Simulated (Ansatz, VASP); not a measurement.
# One calculation of AlN, two programs

```
CELL_PARAMETERS angstrom
3.53432 0.00000 0.00000
-1.76716 3.06081 0.00000
0.00000 0.00000 4.12243
ATOMIC_POSITIONS crystal
Al 0.33333 0.66667 0.75000
Al 0.66667 0.33333 0.25000
N 0.33333 0.66667 0.25000
N 0.66667 0.33333 0.75000
```

Alike in both runs: task single point; functional PBE; k mesh 9 × 9 × 6; occupations gaussian, width 0.05 eV; no spin polarisation.

```csv
,VASP,Ansatz
version,VASP 6.6.1,Ansatz 0.2.0
potentials or method,"VASP PAW PBE potentials, release 64 (Al, N)","scalar-relativistic, plane waves, PAW"
plane-wave cutoff (eV),520,520
valence electrons in the cell,16,16
```

```tsv
	VASP	Ansatz	Ansatz less VASP
gap on the k mesh at the Fermi level (eV)	2.74	2.74	-0.004
least direct gap on the mesh (eV)	2.74	2.74	-0.004
pressure (GPa)	-18.8	-18.7	+0.12
largest component of the traceless stress (GPa)	6.65	6.56	-0.085
```

With one functional, cell and mesh, what is left measures potentials, basis and numerics.

Caveats: so large a pressure means that the cell lies far from this level's equilibrium, or that cutoff or potentials fall short (VASP).
